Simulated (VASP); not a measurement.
# C2H4 in VASP: notebook

One molecule, C2H4, is run at these levels: PBE+D3(BJ), PBE, RPBE; tasks: relaxation of the atoms, single point.

All numbers are computed with VASP 6.6.1; they aren't measurements. Logs are shortened: lines on timing, memory, paths and dates and some standing lists are left out, and cuts for length are marked.

## 1. Starting point

The cell holds a molecule in a box, 6 atoms: a = 13.015 Å, b = 13.515 Å, c = 14.015 Å, α = 90.00°, β = 90.00°, γ = 90.00°.

## 2. Relaxation of the atoms, PBE+D3(BJ)

The input, INCAR:

```
SYSTEM = H2C
ALGO     = Normal         ! electronic algorithm
EDIFF    = 1E-6           ! SCF threshold, eV
EDIFFG   = -0.03          ! ionic threshold
ENCUT    = 400            ! plane-wave cutoff, eV
GGA      = PE             ! functional
IBRION   = 2              ! ionic algorithm
ISIF     = 2              ! what is computed and relaxed
ISMEAR   = 0              ! smearing method
ISYM     = 0            
IVDW     = 12             ! dispersion correction
LASPH    = .True.         ! aspherical terms in the spheres
LCHARG   = .False.        ! write CHGCAR
LREAL    = .False.        ! projectors in reciprocal space
LWAVE    = .False.        ! write WAVECAR
NELM     = 60             ! most SCF steps
NSW      = 120            ! ionic steps
PREC     = Accurate       ! precision mode
SIGMA    = 0.01           ! smearing width, eV
```

The input, KPOINTS:

```
k-points
0
Gamma
  1 1 1
  0 0 0
```

The input, POSCAR:

```
H2C
1.0
   13.0146151263      0.0000000000      0.0000000000
    0.0000000000     13.5146151263      0.0000000000
    0.0000000000      0.0000000000     14.0146151263
C H
2 4
Selective dynamics
Direct
    0.5432027013      0.4875295362      0.4812177698  F F F
    0.4567955028      0.5198696387      0.5187782059  T T T
    0.5650574064      0.4106668549      0.4842017592  T T T
    0.5963374499      0.5363230934      0.4456444731  T T T
    0.4349450874      0.5967332063      0.5158024784  T T T
    0.4036618521      0.4710758609      0.5543553135  T T T
```

Potentials or basis: VASP PAW PBE potentials, release 64 (C, H).

Launch:

```console
$ cat potpaw_PBE.64/C/POTCAR potpaw_PBE.64/H/POTCAR > POTCAR
$ mpirun -np 4 vasp_gam > vasp.out
```

OUTCAR:

```text
SYSTEM = H2C
   EDIFF = 1E-6
   EDIFFG = -0.03
   ENCUT = 400
   GGA = PE
   IBRION = 2
   ISIF = 2
   ISMEAR = 0
   ISYM = 0
   IVDW = 12
   LASPH = .True.
   LREAL = .False.
   NELM = 60
   NSW = 120
   PREC = Accurate
 IVDW          = 12

 ion  position               nearest neighbor table
   1  0.543  0.488  0.481-   4 1.08   3 1.08   2 1.32
   2  0.457  0.520  0.519-   6 1.08   5 1.08   1 1.32
   3  0.565  0.411  0.484-   1 1.08
   4  0.596  0.536  0.446-   1 1.08
   5  0.435  0.597  0.516-   2 1.08
   6  0.404  0.471  0.554-   2 1.08

IMPORTANT INFORMATION: All symmetrisations will be switched off!
NOSYMM: (Re-)initialisation of all symmetry stuff for point group C_1.

----------------------------------------------------------------------------------------

                                     Primitive cell

  volume of cell :    2464.9958

  direct lattice vectors                    reciprocal lattice vectors
    13.014615126  0.000000000  0.000000000     0.076836694  0.000000000  0.000000000
     0.000000000 13.514615126  0.000000000     0.000000000  0.073993968  0.000000000
     0.000000000  0.000000000 14.014615126     0.000000000  0.000000000  0.071354082

  length of vectors
    13.014615126 13.514615126 14.014615126     0.076836694  0.073993968  0.071354082

  position of ions in fractional coordinates (direct lattice)
     0.543202701  0.487529536  0.481217770
     0.456795503  0.519869639  0.518778206
     0.565057406  0.410666855  0.484201759
     0.596337450  0.536323093  0.445644473
     0.434945087  0.596733206  0.515802478
     0.403661852  0.471075861  0.554355313

  ion indices of the primitive-cell ions
   primitive index   ion index
                 1           1
                 2           2
                 3           3
                 4           4
                 5           5
                 6           6

----------------------------------------------------------------------------------------

 KPOINTS: k-points

Automatic generation of k-mesh.
 Grid dimensions read from file:
 generate k-points for:    1    1    1

 Generating k-lattice:

  Cartesian coordinates                     Fractional coordinates (reciprocal lattice)
     0.076836694  0.000000000  0.000000000     1.000000000  0.000000000  0.000000000
     0.000000000  0.073993968  0.000000000     0.000000000  1.000000000  0.000000000
     0.000000000  0.000000000  0.071354082     0.000000000  0.000000000  1.000000000

  Length of vectors
     0.076836694  0.073993968  0.071354082

  Shift w.r.t. Gamma in fractional coordinates (k-lattice)
     0.000000000  0.000000000  0.000000000

 Subroutine IBZKPT returns following result:
 ===========================================

 Found      1 irreducible k-points:

 Following reciprocal coordinates:
            Coordinates               Weight
  0.000000  0.000000  0.000000      1.000000
   k-points           NKPTS =      1   k-points in BZ     NKDIM =      1   number of bands    NBANDS=     12
   number of dos      NEDOS =    301   number of ions     NIONS =      6
   total plane-waves  NPLWV = 777600
   dimension x,y,z NGX =    90 NGY =   90 NGZ =   96
   dimension x,y,z NGXF=   180 NGYF=  180 NGZF=  192
   ions per type =               2   4
   NGX,Y,Z   is equivalent  to a cutoff of  11.50, 11.07, 11.39 a.u.
   NGXF,Y,Z  is equivalent  to a cutoff of  22.99, 22.14, 22.78 a.u.
 SYSTEM =  H2C
   PREC   = accura    normal or accurate (medium, high low for compatibility)
   ISTART =      0    job   : 0-new  1-cont  2-samecut
   ICHARG =      2    charge: 1-file 2-atom 10-const
   ISPIN  =      1    spin polarized calculation?
   LNONCOLLINEAR =      F non collinear calculations
   LSORBIT =      F    spin-orbit coupling
   LASPH  =      T    aspherical Exc in radial PAW
   ENCUT  =  400.0 eV  29.40 Ry    5.42 a.u.  21.22 22.04 22.85*2*pi/ulx,y,z
   NELM   =     60;   NELMIN=  2; NELMDL= -5     # of ELM steps
   EDIFF  = 0.1E-05   stopping-criterion for ELM
   LREAL  =      F    real-space projection
   EDIFFG = -.3E-01   stopping-criterion for IOM
   NSW    =    120    number of steps for IOM
   IBRION =      2    ionic relax: 0-MD 1-quasi-New 2-CG
   NFREE  =      1    steps in history (QN), initial steepest desc. (CG)
   ISIF   =      2    stress and relaxation
   ISYM   =      0    0-nonsym 1-usesym 2-fastsym
   POTIM  = 0.5000    time-step for ionic-motion
   TEBEG  =    0.0;   TEEND  =   0.0 temperature during run
   PSTRESS=    0.0 pullay stress
   NELECT =      12.0000    total number of electrons
   NUPDOWN=      -1.0000    fix difference up-down
   EMIN   =  10.00;   EMAX   =-10.00  energy-range for DOS
   EFERMI =   0.00;   METHOD = LEGACY
   ISMEAR =     0;   SIGMA  =   0.01  broadening in eV -4-tet -1-fermi 0-gaus
   EFERMI_NEDOS =   21; number of points for ismear=-14 and -15
   IALGO  =     38    algorithm
   IMIX   =      4    mixing-type and parameters
     AMIX     =   0.40;   BMIX     =  1.00
     AMIX_MAG =   1.60;   BMIX_MAG =  1.00
  volume/ion in A,a.u.               =     410.83      2772.44
  Fermi-wavevector in a.u.,A,eV,Ry     =   0.277458  0.524319  1.047413  0.076983
  Thomas-Fermi vector in A             =   1.123187
   LORBIT       =      0    0 simple, 1 ext, 2 COOP (PROOUT), +10 PAW based schemes
   GGA     = PE    functional components
   LHFCALC =     F    Hartree Fock is set to
   AEXX    =    0.0000 exact exchange contribution
   IVDW    =    12    specifies the selected vdW correction
   LEPSILON=     F    determine dielectric tensor
   LRPA    =     F    only Hartree local field effects (RPA)
 conjugate gradient relaxation of ions
 non-spin polarized calculation
 Gauss-broadening in eV      SIGMA  =   0.01
  energy-cutoff  :      400.00
  volume of cell :     2465.00
 maximum number of plane-waves:     22382
 NGX is ok and might be reduce to    90
   NGX = 43   NGY = 45   NGZ = 45

--------------------------------------- Ionic step        1  -------------------------------------------

 number of electron      11.9999998 magnetization

 Free energy of the ion-electron system (eV)
  ---------------------------------------------------
  ext. energy  EPLUGINS =         0.00000000
  ---------------------------------------------------
  free energy    TOTEN  =       -31.95267964 eV

  energy without entropy =      -31.95267964  energy(sigma->0) =      -31.95267964

------------------------ aborting loop because EDIFF is reached ----------------------------------------

 Edisp (eV)   -0.06425

 E8    (eV) :    -0.0176

  FORCE on cell =-STRESS in cart. coord.  units (eV):
  Direction    XX          YY          ZZ          XY          YZ          ZX
  --------------------------------------------------------------------------------------
  -------------------------------------------------------------------------------------
  Total       0.97532     1.09792    -0.10417    -0.21991    -0.19682    -0.79426
  in kB       0.63393     0.71362    -0.06771    -0.14293    -0.12793    -0.51625
  external pressure =        0.43 kB  Pullay stress =        0.00 kB

 VOLUME and BASIS-vectors are now :
 -----------------------------------------------------------------------------
  energy-cutoff  :      400.00
  volume of cell :     2465.00
      direct lattice vectors                 reciprocal lattice vectors
    13.014615126  0.000000000  0.000000000     0.076836694  0.000000000  0.000000000
     0.000000000 13.514615126  0.000000000     0.000000000  0.073993968  0.000000000
     0.000000000  0.000000000 14.014615126     0.000000000  0.000000000  0.071354082
[... 265 lines left out ...]
 POSITION                                       TOTAL-FORCE (eV/Angst)
 -----------------------------------------------------------------------------------
      7.06957      6.58877      6.74408         0.050404     -0.019995     -0.023265
      5.93150      7.03113      7.27682         0.008971     -0.003266     -0.004148
      7.35566      5.53615      6.78761        -0.012118     -0.024067      0.011070
      7.76856      7.25849      6.23953         0.000596      0.028265     -0.005967
      5.65297      8.08638      7.22880        -0.031587     -0.022191      0.021010
      5.23763      6.35385      7.78006        -0.016266      0.041254      0.001301
 -----------------------------------------------------------------------------------
    total drift:                                0.000062      0.000200     -0.000212

  FREE ENERGIE OF THE ION-ELECTRON SYSTEM (eV)
  ---------------------------------------------------
  free  energy   TOTEN  =       -32.0395840809 eV

  energy  without entropy=      -32.0395840809  energy(sigma->0) =      -32.03958408

--------------------------------------- Ionic step        8  -------------------------------------------

 number of electron      11.9999999 magnetization

 Free energy of the ion-electron system (eV)
  ---------------------------------------------------
  ext. energy  EPLUGINS =         0.00000000
  ---------------------------------------------------
  free energy    TOTEN  =       -31.97571147 eV

  energy without entropy =      -31.97571147  energy(sigma->0) =      -31.97571147

 E-fermi :  -6.6243     XC(G=0):  -0.3942

 val. band max:       -6.6858505231   @ k =   0.0000   0.0000   0.0000
 cond. band min:      -1.0062535729   @ k =   0.0000   0.0000   0.0000
 fundamental gap:      5.6795969502
 Fermi energy:        -6.6243037573

 k-point     1 :       0.0000    0.0000    0.0000
  band No.  band energies     occupation
      1     -18.7201      2.00000
      2     -14.1279      2.00000
      3     -11.3652      2.00000
      4     -10.0972      2.00000
      5      -8.4129      2.00000
      6      -6.6859      2.00000
      7      -1.0063      0.00000
      8      -0.3471      0.00000
      9       0.3176      0.00000
     10       0.3573      0.00000
     11       0.4455      0.00000
     12       0.6151      0.00000

------------------------ aborting loop because EDIFF is reached ----------------------------------------

 Edisp (eV)   -0.06406

 E8    (eV) :    -0.0176
[... 18 lines left out ...]
 POSITION                                       TOTAL-FORCE (eV/Angst)
 -----------------------------------------------------------------------------------
      7.06957      6.58877      6.74408         0.034318     -0.013725     -0.015770
      5.93136      7.03119      7.27689         0.004024     -0.001383     -0.001884
      7.35480      5.53577      6.78814        -0.008147     -0.016152      0.007461
      7.76802      7.25940      6.23963         0.000412      0.018881     -0.004086
      5.65116      8.08597      7.22984        -0.020565     -0.015660      0.013847
      5.23631      6.35549      7.78047        -0.010042      0.028039      0.000431
 -----------------------------------------------------------------------------------
    total drift:                               -0.000380      0.000361     -0.000049

  FREE ENERGIE OF THE ION-ELECTRON SYSTEM (eV)
  ---------------------------------------------------
  free  energy   TOTEN  =       -32.0397725841 eV

  energy  without entropy=      -32.0397725841  energy(sigma->0) =      -32.03977258

 reached required accuracy - stopping structural energy minimisation
```

Wall time 98 s (4 MPI ranks of Intel Xeon 6975P-C (Granite Rapids), shared host); peak memory 0.48 GiB.

What came out:

- Free energy: -32.0398 eV
- Energy gained by relaxing: 3.8 meV/atom
- Ionic steps: 8
- Gap between the frontier levels: 5.68 eV
- Dispersion energy per atom: -0.011 eV

The path:
```tsv
step	energy change (eV)	largest force (eV/Å)	pressure (GPa)
1	0.0000	0.5201	0.04
2	-0.0155	0.7087	-0.06
3	-0.0207	0.3124	-0.03
4	-0.0151	0.9612	-0.04
5	-0.0222	0.2932	-0.03
6	-0.0226	0.0769	-0.03
7	-0.0227	0.0590	-0.03
8	-0.0228	0.0402	-0.03
```

Final structure:
```
C H
1.0
    13.01462    0.00000    0.00000
     0.00000   13.51462    0.00000
     0.00000    0.00000   14.01462
C H
2 4
Direct
  0.54320 0.48753 0.48122
  0.45575 0.52027 0.51924
  0.56512 0.40961 0.48436
  0.59687 0.53715 0.44522
  0.43422 0.59831 0.51588
  0.40234 0.47027 0.55517
```

Caveat: the cutoff is under 1.25 times the usual one of these potentials, so pressure, stress and relaxed cells hold a basis-set (Pulay) error.

(Continued in part 2 of 2.)
